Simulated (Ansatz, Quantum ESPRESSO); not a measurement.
# ZnS [001], zinc blende: uniaxial strain and lateral response

The c axis is held at a set length while the cell relaxes sideways. How do the lateral strain and the stress follow? The strained cell has c along the load; unstrained it is a = 3.7877 Å, b = 3.7877 Å, c = 5.3566 Å, α = 90.00°, β = 90.00°, γ = 90.00°, with 4 atoms.

Calculated with Ansatz 0.2.0, PBEsol, PAW files of the set soft_1, cutoff 600 eV, Fermi–Dirac smearing 0.02 eV, k-mesh 7×7×5, no spin polarisation, no spin-orbit coupling.

Relaxed positions at 0 %:

```
atom       x       y       z
  Zn  0.0000  0.0000  0.0000
  Zn  0.5000  0.5000  0.5000
   S  0.5000  0.0000  0.7500
   S  0.0000  0.5000  0.2500
```

```csv
ε_c (%),a (Å),c (Å),ε_a (%),"σ (GPa, tension positive)"
−3,3.8316,5.1959,1.160,−1.61
−2,3.8168,5.2495,0.768,−1.10
−1,3.8022,5.3030,0.382,−0.56
0,3.7877,5.3566,0.000,0.01
2,3.7597,5.4637,−0.739,1.23
3,3.7461,5.5173,−1.099,1.87
```

**Question.** Fit both responses and give the free strain and the stress at +1 %, a row left out above.

Least squares with y = y0 + y1 ε + y2 ε² (ε in %) gives ε_a = 0.001 + (−0.3766) ε + (0.0033) ε² and σ = 0.01 + (0.581) ε + (0.013) ε² GPa. The linear terms put the ratio of free to applied strain at −0.377 and the Young modulus at 58 GPa.

At +1 % the free strain comes out as −0.372 %. The run itself gives −0.372 %, so the estimate misses by 0.000 %, a rounding's worth.

The stress comes out as 0.60 GPa. The run itself gives 0.61 GPa, so the estimate misses by 0.01 GPa, a rounding's worth.

Along a cube axis ν = C12/(C11 + C12) and Y = (C11 − C12)(C11 + 2C12)/(C11 + C12), so C11 = Y(1 − ν)/[(1 + ν)(1 − 2ν)] = 107 GPa and C12 = 64 GPa.

The positive ε² term means that the crystal stiffens in tension.

The same fit over all rows at other levels or in other programs gives the strain ratio = −0.377 with PBEsol (Quantum ESPRESSO, GBRV).

[Logs are printed without paths, hosts, clocks, repeated set-up lines and the standing remarks that a program may print on its own settings, such as how far it seeks lower states.]
